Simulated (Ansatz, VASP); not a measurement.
# SrO in VASP and in Ansatz

The input INCAR:

```
SYSTEM = SrO
ALGO = Normal ; EDIFF = 1E-6
ENCUT = 520 ; ISIF = 2
ISMEAR = -1 ; LASPH = .True.
LCHARG = .False. ; LREAL = .False.
LWAVE = .False. ; NBANDS = 24
NELM = 60 ; PREC = Accurate
SIGMA = 0.05
```

KPOINTS

```
k-points
0
Gamma
  9 9 5
  0 0 0
```

POSCAR

```
SrO
1.0
    3.6000472431      0.0000000000      0.0000000000
   -1.8000236215      3.1177323673      0.0000000000
    0.0000000000      0.0000000000      6.2991199937
Sr O
2 2
Direct
    0.6666666667      0.3333333333      0.7500000000
    0.3333333333      0.6666666667      0.2500000000
    0.0000000000      0.0000000000      0.5000000000
    0.0000000000      0.0000000000      0.0000000000
```

File input.yaml:

```yaml
crystal:
  lattice:
    - [3.6000472431, 0.0, 0.0]
    - [-1.8000236215, 3.1177323673, 0.0]
    - [0.0, 0.0, 6.2991199937]
  atoms:
    - { symbol: Sr, position: [0.6666666667, 0.3333333333, 0.75] }
    - { symbol: Sr, position: [0.3333333333, 0.6666666667, 0.25] }
    - { symbol: O, position: [0.0, 0.0, 0.5] }
    - { symbol: O, position: [0.0, 0.0, 0.0] }
kpoints:
  mp_grid: { grid: [9, 9, 5] }
scf:
  occupations: { method: fermi_dirac, width: 0.05 }
hamiltonian:
  xc: lda
  pseudopotentials: { kind: all_electron, lapw: { basis_error: 0.002 } }
output:
  forces: true
  stress: true
  eigenvalues: true
```

Change from the starting cell: volume scaled by 1.04.

Alike in both runs: task single point; functional LDA; k mesh 9 × 9 × 5; occupations fermi-dirac, width 0.05 eV; no spin polarisation.

|  | VASP | Ansatz |
| --- | --- | --- |
| version | VASP 6.6.1 | Ansatz 0.2.0 |
| potentials or method | VASP PAW LDA potentials, release 64 (Sr_sv, O) | all-electron LAPW, scalar-relativistic |
| plane-wave cutoff (eV) | 520 | see its input |

```tsv
	VASP	Ansatz	Ansatz less VASP
gap on the k mesh at the Fermi level (eV)	2.66	2.66	-0.007
least direct gap on the mesh (eV)	2.66	2.66	-0.007
pressure (GPa)	-7.8	-8.3	-0.53
largest component of the traceless stress (GPa)	0.94	0.94	+0.006
```

Ansatz ran all-electron here, so the differences hold the error of VASP's frozen core and of both bases.

Caveats: an odd mesh through Γ misses points on the zone boundary, where band edges often lie.
